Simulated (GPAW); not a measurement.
# GaAs (F-43m) in GPAW: a series of runs

One crystal, GaAs, is run at these levels: revTPSS, vdW-DF-cx, mBEEF, PBE; tasks: band structure, equation of state.

Everything below comes from runs of GPAW 26.7.0. Logs are shortened: lines on timing, memory, paths and dates and some standing lists are left out, and cuts for length are marked. The log counts tension as positive stress, the text compression.

**The experiment to reproduce.**

“Evidence of valence band perturbations in GaAsN/GaAs(001): A combined variable-angle spectroscopic ellipsometry and modulated photoreflectance investigation”, 2008, arxiv:0805.2212 reports, for a bulk crystal of GaAs at 300 K: band gap 1.418 ± 0.005 eV (direct); band gap 1.412 ± 0.01 eV (direct).

The results are compared with them further down.

**1. The crystal as given**

Symmetry: F-43m, No. 216, cubic system. The conventional cell has a = 5.654 Å, b = 5.654 Å, c = 5.654 Å, α = 90.00°, β = 90.00°, γ = 90.00°. Around As (site symmetry -43m) lie 4 Ga at 2.45 Å. Ga (site symmetry -43m) has 4 As at 2.45 Å as nearest neighbours.

**2. Band structure, revTPSS, spin-orbit coupling, no magnetisation**

Input file run.py:

```python
import numpy as np
from ase.dft.bandgap import bandgap
from ase.io import write
from ase.spacegroup import crystal
from ase.units import GPa
from gpaw import GPAW, PW
from gpaw.spinorbit import soc_eigenstates

# As 4c
# Ga 4a
atoms = crystal(['As', 'Ga'],
                basis=[[0.25, 0.25, 0.25],
                       [0.0, 0.0, 0.0]],
                spacegroup=216, setting=1,  # F-43m
                cellpar=[5.6537, 5.6537, 5.6537, 90.0, 90.0, 90.0],
                primitive_cell=True)

calc = GPAW(mode=PW(600),
            xc='MGGA_X_REVTPSS+MGGA_C_REVTPSS',
            kpts={'size': (8, 8, 8), 'gamma': True},
            occupations={'name': 'fermi-dirac', 'width': 0.05},
            nbands=11,
            convergence={'density': 1e-05, 'energy': 1e-05},
            eigensolver='davidson',
            maxiter=150,
            txt='gpaw.txt')
atoms.calc = calc
energy = atoms.get_potential_energy()
forces = atoms.get_forces()
stress = atoms.get_stress()
calc.write('gs.gpw')
write('result.traj', atoms)
print(f'Energy: {energy:.6f} eV')
print('Forces (eV/A):')
print(forces.round(4))
print('Stress (GPa):', (stress / GPa).round(3))
print('Fermi level:', round(calc.get_fermi_level(), 4), 'eV')
print(f'Gap: {bandgap(calc)[0]:.4f} eV, direct: {bandgap(calc, direct=True)[0]:.4f} eV')

path = atoms.cell.bandpath('GXWKGLUWLK,UX', npoints=80, eps=1e-4)
bs_calc = calc.fixed_density(kpts=path, symmetry='off', nbands=21,
                             convergence={'bands': 'CBM+6.0', 'eigenstates': 1e-6}, txt='bands.txt')
bs = bs_calc.band_structure()
bs.write('bs.json')
print(f'Gap on the path: {bandgap(bs_calc)[0]:.4f} eV')

soc = soc_eigenstates(bs_calc, theta=90, phi=0, ignore_xc_potential=True)
np.savetxt('soc_bands.dat', soc.eigenvalues(), fmt='%.4f')
mesh = soc_eigenstates('gs.gpw', theta=90, phi=0, ignore_xc_potential=True)
np.savetxt('soc_mesh.dat', mesh.eigenvalues(), fmt='%.4f')
print('Fermi level with spin-orbit coupling:', round(mesh.fermi_level, 4), 'eV')
```

Potentials or basis: GPAW PAW data sets (gpaw-data 1.2.1), pw.

Command:

```bash
OMP_NUM_THREADS=1 python run.py
```

gpaw.txt:

```text
__  _  _
 | _ |_)|_||  |
 |__||  | ||/\| - 26.7.0

Input parameters:
  mode=PW(ecut=600.0),
  convergence={'density': 1e-05, 'energy': 1e-05},
  eigensolver=Davidson(niter=2),
  kpts=MonkhorstPack(size=(8, 8, 8), gamma=True),
  maxiter=150,
  nbands=11,
  occupations=Occupations(name='fermi-dirac', width=0.05),
  xc=XC(name='MGGA_X_REVTPSS+MGGA_C_REVTPSS')

Diagonalizing LCAO Hamiltonian
Converting LCAO to pw mode

           As

       Ga

Atoms  # Å, Bohr magnetons
|   | symbol |        x |        y |        z |    initial magnetic moments |
|---|--------|----------|----------|----------|-----------------------------|
| 0 |     As | 1.413425 | 1.413425 | 1.413425 | ( 0.0000,  0.0000,  0.0000) |
| 1 |     Ga | 0.000000 | 0.000000 | 0.000000 | ( 0.0000,  0.0000,  0.0000) |

Unit cell  # Å
| periodic |        x |        y |        z |  lengths |    angles |
|----------|----------|----------|----------|----------|-----------|
|      yes | 0.000000 | 2.826850 | 2.826850 | 3.997770 | 60.000000 |
|      yes | 2.826850 | 0.000000 | 2.826850 | 3.997770 | 60.000000 |
|      yes | 2.826850 | 2.826850 | 0.000000 | 3.997770 | 60.000000 |

Number of symmetries: 24
Symmetry operations  # r_c * U_cc + t_c -> r_c
|    | kind |            matrix            |
|----|------|------------------------------|
|  0 |  E   |  1, 0, 0,  0, 1, 0,  0, 0, 1 |
|  1 |  σ   |  1, 0, 0,  0, 0, 1,  0, 1, 0 |
|  2 |  σ   |  1, 0,-1,  0, 1,-1,  0, 0,-1 |
|  3 |  C3  |  1, 0,-1,  0, 0,-1,  0, 1,-1 |
|  4 |  C3  |  1,-1, 0,  0,-1, 1,  0,-1, 0 |
|  5 |  σ   |  1,-1, 0,  0,-1, 0,  0,-1, 1 |
|  6 |  σ   |  0, 1, 0,  1, 0, 0,  0, 0, 1 |
|  7 |  C3  |  0, 1, 0,  0, 0, 1,  1, 0, 0 |
|  8 |  C2  |  0, 1,-1,  1, 0,-1,  0, 0,-1 |
|  9 |  S4  |  0, 1,-1,  0, 0,-1,  1, 0,-1 |
| 10 |  C3  |  0, 0, 1,  1, 0, 0,  0, 1, 0 |
| 11 |  σ   |  0, 0, 1,  0, 1, 0,  1, 0, 0 |
| 12 |  S4  |  0, 0,-1,  1, 0,-1,  0, 1,-1 |
| 13 |  C3  |  0, 0,-1,  0, 1,-1,  1, 0,-1 |
| 14 |  S4  |  0,-1, 1,  1,-1, 0,  0,-1, 0 |
| 15 |  C2  |  0,-1, 1,  0,-1, 0,  1,-1, 0 |
| 16 |  C3  |  0,-1, 0,  1,-1, 0,  0,-1, 1 |
| 17 |  S4  |  0,-1, 0,  0,-1, 1,  1,-1, 0 |
| 18 |  S4  | -1, 1, 0, -1, 0, 1, -1, 0, 0 |
| 19 |  C3  | -1, 1, 0, -1, 0, 0, -1, 0, 1 |
| 20 |  C3  | -1, 0, 1, -1, 1, 0, -1, 0, 0 |
| 21 |  S4  | -1, 0, 1, -1, 0, 0, -1, 1, 0 |
| 22 |  σ   | -1, 0, 0, -1, 1, 0, -1, 0, 1 |
| 23 |  C2  | -1, 0, 0, -1, 0, 1, -1, 1, 0 |

BZ-sampling:
  Number of BZ points: 512
  Number of IBZ points: 29

  Monkhorst-Pack size: [8, 8, 8]
  Monkhorst-Pack shift: [0.0625, 0.0625, 0.0625]

K-points  # in reciprocal-cell coordinates
|     |                                coordinates |     weight |
|-----|--------------------------------------------|------------|
|   0 | (  0.00000000,   0.00000000,   0.00000000) | 0.00195312 |
|   1 | (  0.12500000,   0.12500000,   0.00000000) | 0.01171875 |
|   2 | (  0.12500000,   0.12500000,   0.12500000) | 0.01562500 |
|   3 | (  0.25000000,   0.12500000,   0.12500000) | 0.02343750 |
|   4 | (  0.25000000,   0.25000000,   0.00000000) | 0.01171875 |
|   5 | (  0.25000000,   0.25000000,   0.12500000) | 0.04687500 |
|   6 | (  0.25000000,   0.25000000,   0.25000000) | 0.01562500 |
|   7 | (  0.37500000,   0.25000000,  -0.37500000) | 0.04687500 |
|   8 | (  0.37500000,   0.25000000,   0.12500000) | 0.04687500 |
|   9 | (  0.37500000,   0.25000000,   0.25000000) | 0.04687500 |
| ... |                                            |            |
|  28 | (  0.50000000,   0.50000000,   0.50000000) | 0.00781250 |

Plane wave coefficients: 1540
Cutoff: 600.0 eV

Spin-components: 1 (collinear spins)
Bands:           11
Projectors:      10
Spin-degeneracy: 2
Datatype:        complex128

Parallelization:
  kpt:    1
  domain: 1
  band:   1

Density:
  Valence electrons: 8.0
  Components: 1
  Grid points: [24 24 24]
  Charge: 0.0  # |e|

Potential:
  Grid points: [24 24 24]

species:
  As:
    name:    Arsenic
    Z:       33.0
    valence: 5
    core:    28
    charge:  0.0  # [|e|]
    compensation charges:
      type: gauss
      rc: 0.33  # [Å]
      lmax: 2
    cutoffs:
      filter: 1.87  # [Å]
      core: 2.96  # [Å]
    projectors
    | kind |    occ | energy [eV] | rcut [Å] |
    |------|--------|-------------|----------|
    |   4s |  2.000 |     -14.487 |    1.058 |
    |   4p |  3.000 |      -5.196 |    1.058 |
    |    s |        |      12.725 |    1.058 |
    |    p |        |      22.016 |    1.058 |
    |    d |        |       0.000 |    1.058 |

    Using partial waves for As as LCAO basis

  Ga:
    name:    Gallium
    Z:       31.0
    valence: 3
    core:    28
    charge:  0.0  # [|e|]
    compensation charges:
      type: gauss
      rc: 0.37  # [Å]
      lmax: 2
    cutoffs:
      filter: 2.06  # [Å]
      core: 4.17  # [Å]
    projectors
    | kind |    occ | energy [eV] | rcut [Å] |
    |------|--------|-------------|----------|
    |   4s |  2.000 |      -8.945 |    1.164 |
    |   4p |  1.000 |      -2.580 |    1.164 |
    |    s |        |      18.266 |    1.164 |
    |    p |        |      24.631 |    1.164 |
    |    d |        |       0.000 |    1.164 |

    Using partial waves for Ga as LCAO basis

Reference energy: -114387.645129  # eV

eigensolver:
  Davidson
  Converge bands: occupied
  niter=2

density mixing:
  MSR1-Mixer
  Pratt-step length: 0.05
  Maximum mixing coefficient: 0.75
  Old densities: 10
  SVD Regularization: 0.005
  Good broyden scale: 1.0
  Trust region scale: 1.0
  Backstep threshold: 4.0
  History deletion threshold: 6.0
  Fourier metric: weight=20.0, sigma=0.015

occupation numbers:
  Fermi-Dirac:
    width: 0.0500  # eV

poisson solver:
  ecut: 4800.0  # eV

xc functional:
  name: MGGA_X_REVTPSS+MGGA_C_REVTPSS with 2 nearest neighbor stencil

convergence criteria:
- Maximum integral of absolute [dens]ity change: 1e-05 electrons / valence electron
- Maximum [total energy] change in last 3 cyles: 1e-05 eV / valence electron
- Maximum integral of absolute [eigenst]ate change: 4e-08 eV^2 / valence electron
maximum number of iterations: 150

SCF iterations
|iter     | |      energy | eigst |  dens |
|---------|-|-------------|-------|-------|
|iter:   1| |   46.841743 | +2.63 |       |
|iter:   2| |    6.281554 | -0.05 | -1.00 |
|iter:   3| |    6.319021 | -2.08 | -0.91 |
|iter:   4| |    6.282946 | -2.38 | -1.13 |
|iter:   5| |    6.261428 | -2.74 | -1.28 |
|iter:   6| |    6.287717 | -3.18 | -1.32 |
|iter:   7| |    6.292226 | -3.92 | -1.43 |
|iter:   8| |    6.291261 | -4.02 | -1.47 |
|iter:   9| |    6.288632 | -3.98 | -1.56 |
|iter:  10| |    6.285387 | -3.30 | -1.69 |
|iter:  11| |    6.284651 | -4.67 | -2.25 |
|iter:  12| |    6.283968 | -4.08 | -2.14 |
|iter:  13| |    6.283896 | -5.21 | -2.97 |
|iter:  14| |    6.283896c| -6.90 | -4.17 |
|iter:  15| |    6.283896c| -7.97c| -4.57 |
|iter:  16| |    6.283896c| -9.17c| -5.32c|

Converged in 16 steps
Energy contributions relative to reference atoms: (reference = -114387.645129)

Energy contributions:
  Kinetic:          19.405152
  Coulomb:         -16.814422
  Zero:              0.005838
  External:          0.000000
  Xc:                3.687330
  Entropy:          -0.000003
  Spinorbit:         0.000000
  ----------------------------
  Free energy:       6.283894
  Extrapolated:      6.283896

dipole moment: (-17.903939, -17.903939, -17.903939)  # |e|*Ang

Fermi level: 5.231
Eigenvalues  # (at kpt = [0.000, 0.000, 0.000])
| band index |      eig [eV] | occ [0-2] |
|------------|---------------|-----------|
|          0 |        -8.025 |     2.000 |
|          1 |         4.823 |     1.999 |
|          2 |         4.823 |     1.999 |
|          3 |         4.823 |     1.999 |
|          4 |         5.582 |     0.002 |
|          5 |         8.692 |     0.000 |
|          6 |         8.692 |     0.000 |
|          7 |         8.692 |     0.000 |
|          8 |        12.435 |     0.000 |
|          9 |        15.060 |     0.000 |
|         10 |        15.061 |     0.000 |

Gap: 0.759 eV
Transition (v -> c):
  (s=0, k=0, n=3, [0.00, 0.00, 0.00]) -> (s=0, k=0, n=4, [0.00, 0.00, 0.00])
No difference between direct/indirect transitions

Forces  # eV/Ang
|        x |       y |        z |
|----------|---------|----------|
|  0.00000 | 0.00000 | -0.00000 |  # As   0
| -0.00000 | 0.00000 |  0.00000 |  # Ga   1

Stress tensor  # eV/Ang^3
|         x |         y |         z |
|-----------|-----------|-----------|
| -0.012087 |  0.000000 |  0.000000 |
|  0.000000 | -0.012087 | -0.000000 |
|  0.000000 | -0.000000 | -0.012087 |

# Writing to gs.gpw (mode='')
```

Wall time 87 s (1 thread of Arm Neoverse V2, shared host); peak memory 0.33 GiB.

Results:

```
Free energy             : 6.2839 eV
Pressure                : 1.9 GPa
Band gap on the k mesh  : 0.64 eV, direct
Band gap along the path : 0.64 eV, direct
```

Levels at the corners of the path, in eV from the valence-band top:
| point | band 4 | band 5 | band 6 | band 7 | band 8 | band 9 | band 10 | band 11 | band 12 | band 13 |
| --- | --- | --- | --- | --- | --- | --- | --- | --- | --- | --- |
| Γ | -0.34 | 0.00 | 0.00 | 0.00 | 0.00 | 0.64 | 0.64 | 3.63 | 3.63 | 3.82 |
| X | -6.93 | -2.87 | -2.87 | -2.78 | -2.78 | 1.30 | 1.30 | 1.57 | 1.57 | 10.27 |
| W | -6.69 | -3.81 | -3.68 | -3.53 | -3.49 | 4.50 | 4.59 | 4.68 | 4.75 | 5.43 |
| K | -6.70 | -4.09 | -4.03 | -2.40 | -2.40 | 1.86 | 1.86 | 4.57 | 4.64 | 7.99 |
| Γ | -0.34 | 0.00 | 0.00 | 0.00 | 0.00 | 0.64 | 0.64 | 3.63 | 3.63 | 3.82 |
| L | -6.79 | -1.37 | -1.37 | -1.16 | -1.16 | 1.02 | 1.02 | 4.59 | 4.59 | 4.67 |
| U | -6.70 | -4.09 | -4.03 | -2.40 | -2.40 | 1.86 | 1.86 | 4.57 | 4.64 | 7.99 |
| W | -6.69 | -3.81 | -3.68 | -3.53 | -3.49 | 4.50 | 4.59 | 4.68 | 4.75 | 5.43 |
| L | -6.79 | -1.37 | -1.37 | -1.16 | -1.16 | 1.02 | 1.02 | 4.59 | 4.59 | 4.67 |
| K | -6.70 | -4.09 | -4.03 | -2.40 | -2.40 | 1.86 | 1.86 | 4.57 | 4.64 | 7.99 |
| U | -6.70 | -4.09 | -4.03 | -2.40 | -2.40 | 1.86 | 1.86 | 4.57 | 4.64 | 7.99 |
| X | -6.93 | -2.87 | -2.87 | -2.78 | -2.78 | 1.30 | 1.30 | 1.57 | 1.57 | 10.27 |

Caveat: spin-orbit coupling was added after a scalar SCF, so levels and gaps hold it while energy, forces, pressure and moments don't; this program's spin-orbit splittings come out too wide for heavy elements; the PAW data sets were made with another functional, which shifts forces and pressure a little.

**3. Equation of state, vdW-DF-cx**

Input file run.py:

```python
from ase import Atoms
from ase.eos import EquationOfState
from ase.io import Trajectory
from ase.units import GPa
from gpaw import GPAW, PW

atoms = Atoms(['As', 'Ga'],
              cell=[[0.0, 2.82685, 2.82685],
                    [2.82685, 0.0, 2.82685],
                    [2.82685, 2.82685, 0.0]],
              scaled_positions=[[0.75, 0.75, 0.75],
                                [0.0, 0.0, 0.0]],
              pbc=True)

traj = Trajectory('eos.traj', 'w')
volumes, energies = [], []
for x in [0.94, 0.96, 0.98, 1.0, 1.02, 1.04, 1.06]:
    a = atoms.copy()
    a.set_cell(atoms.cell * x**(1 / 3), scale_atoms=True)
    calc = GPAW(mode=PW(600),
                xc={'name': 'vdW-DF-cx', 'backend': 'libvdwxc'},
                kpts={'size': (8, 8, 8), 'gamma': True},
                occupations={'name': 'fermi-dirac', 'width': 0.05},
                nbands=11,
                convergence={'density': 1e-05, 'energy': 1e-05},
                maxiter=150,
                txt=f'eos-{x:.2f}.txt')
    a.calc = calc
    energies.append(a.get_potential_energy(force_consistent=True))
    volumes.append(a.get_volume())
    calc.write(f'eos-{x:.2f}.gpw')
    traj.write(a)
    print(f'{x:.2f} {volumes[-1]:10.4f} A^3 {energies[-1]:14.6f} eV', flush=True)

v0, e0, B = EquationOfState(volumes, energies, eos='birchmurnaghan').fit()
print(f'V0 = {v0:.4f} A^3, E0 = {e0:.6f} eV, B0 = {B / GPa:.2f} GPa')
```

Potentials or basis: GPAW PAW data sets (gpaw-data 1.2.1), pw.

Command:

```bash
OMP_NUM_THREADS=1 python run.py
```

What it wrote:

```text
__  _  _
 | _ |_)|_||  |
 |__||  | ||/\| - 26.7.0

Input parameters:
  mode=PW(ecut=600.0),
  convergence={'density': 1e-05, 'energy': 1e-05},
  kpts=MonkhorstPack(size=(8, 8, 8), gamma=True),
  maxiter=150,
  nbands=11,
  occupations=Occupations(name='fermi-dirac', width=0.05),
  xc=XC(name='vdW-DF-cx', backend='libvdwxc')

Diagonalizing LCAO Hamiltonian
Converting LCAO to pw mode

                    As

       Ga

Atoms  # Å, Bohr magnetons
|   | symbol |        x |        y |        z |    initial magnetic moments |
|---|--------|----------|----------|----------|-----------------------------|
| 0 |     As | 4.153714 | 4.153714 | 4.153714 | ( 0.0000,  0.0000,  0.0000) |
| 1 |     Ga | 0.000000 | 0.000000 | 0.000000 | ( 0.0000,  0.0000,  0.0000) |

Unit cell  # Å
| periodic |        x |        y |        z |  lengths |    angles |
|----------|----------|----------|----------|----------|-----------|
|      yes | 0.000000 | 2.769143 | 2.769143 | 3.916160 | 60.000000 |
[... 170 lines left out ...]
|iter:   2| |   42.256722 | -2.95 | -0.90 |
|iter:   3| |   42.338509 | -2.20 | -0.93 |
|iter:   4| |   42.337670 | -3.73 | -1.54 |
|iter:   5| |   42.337521 | -4.86 | -2.08 |
|iter:   6| |   42.337514 | -6.24 | -2.88 |
|iter:   7| |   42.337513c| -8.04c| -3.66 |
|iter:   8| |   42.337513c| -9.06c| -4.13 |
|iter:   9| |   42.337513c| -9.65c| -5.56c|

Converged in 9 steps
Energy contributions relative to reference atoms: (reference = -114387.645129)

Energy contributions:
  Kinetic:          34.807311
  Coulomb:         -30.344614
  Zero:             -0.016504
  External:          0.000000
  Xc:               37.891320
  Entropy:          -0.000000
  Spinorbit:         0.000000
  ----------------------------
  Free energy:      42.337513
  Extrapolated:     42.337513

dipole moment: (-10.561195, -10.561195, -10.561195)  # |e|*Ang

Fermi level: 6.069
Eigenvalues  # (at kpt = [0.000, 0.000, 0.000])
| band index |      eig [eV] | occ [0-2] |
|------------|---------------|-----------|
|          0 |        -7.637 |     2.000 |
|          1 |         5.513 |     2.000 |
|          2 |         5.513 |     2.000 |
|          3 |         5.513 |     2.000 |
|          4 |         6.583 |     0.000 |
|          5 |         9.279 |     0.000 |
|          6 |         9.279 |     0.000 |
|          7 |         9.279 |     0.000 |
|          8 |        13.298 |     0.000 |
|          9 |        15.712 |     0.000 |
|         10 |        15.712 |     0.000 |

Gap: 1.069 eV
Transition (v -> c):
  (s=0, k=0, n=3, [0.00, 0.00, 0.00]) -> (s=0, k=0, n=4, [0.00, 0.00, 0.00])
No difference between direct/indirect transitions
# Writing to eos-0.94.gpw (mode='')
```

eos-0.96.txt:

```text
SCF iterations
|iter     | |      energy | eigst |  dens |
|---------|-|-------------|-------|-------|
|iter:   1| |   42.200790 | -0.64 |       |
|iter:   2| |   42.218762 | -2.95 | -0.90 |
|iter:   3| |   42.297995 | -2.23 | -0.93 |
|iter:   4| |   42.297203 | -3.79 | -1.54 |
|iter:   5| |   42.297078 | -4.88 | -2.08 |
|iter:   6| |   42.297070 | -6.27 | -2.89 |
|iter:   7| |   42.297070c| -8.03c| -3.66 |
|iter:   8| |   42.297070c| -9.06c| -4.14 |
|iter:   9| |   42.297070c| -9.62c| -5.54c|

Converged in 9 steps
Energy contributions relative to reference atoms: (reference = -114387.645129)

Energy contributions:
  Kinetic:          31.574335
  Coulomb:         -27.627337
  Zero:             -0.017866
  External:          0.000000
  Xc:               38.367938
  Entropy:          -0.000001
  Spinorbit:         0.000000
  ----------------------------
  Free energy:      42.297069
  Extrapolated:     42.297070

dipole moment: (-10.688344, -10.688344, -10.688344)  # |e|*Ang

Fermi level: 5.761
Eigenvalues  # (at kpt = [0.000, 0.000, 0.000])
| band index |      eig [eV] | occ [0-2] |
|------------|---------------|-----------|
|          0 |        -7.707 |     2.000 |
|          1 |         5.282 |     2.000 |
|          2 |         5.282 |     2.000 |
|          3 |         5.282 |     2.000 |
|          4 |         6.184 |     0.000 |
|          5 |         9.042 |     0.000 |
|          6 |         9.042 |     0.000 |
|          7 |         9.042 |     0.000 |
|          8 |        12.993 |     0.000 |
|          9 |        15.429 |     0.000 |
|         10 |        15.429 |     0.000 |

Gap: 0.903 eV
Transition (v -> c):
  (s=0, k=0, n=3, [0.00, 0.00, 0.00]) -> (s=0, k=0, n=4, [0.00, 0.00, 0.00])
No difference between direct/indirect transitions
# Writing to eos-0.96.gpw (mode='')
```

It took 59 s on 1 thread of Arm Neoverse V2, shared host; peak memory 0.26 GiB.

What came out:

```yaml
Equilibrium_volume: 23.37 Å³/atom
Bulk_modulus: 67 GPa
Pressure_derivative_of_the_bulk_modulus: "5.3 (rough: it moves with the points fitted)"
```

Energy against volume, from the lowest point:
```tsv
volume (Å³/atom)	energy (meV/atom)
21.234	49.93
21.686	29.71
22.138	15.16
22.590	5.71
23.041	0.81
23.493	0.00
23.945	2.55
```

Caveat: the PAW data sets were made with another functional, which shifts forces and pressure a little. Zero-point motion and thermal expansion aren't in these numbers.

[end of part 1 of 2]
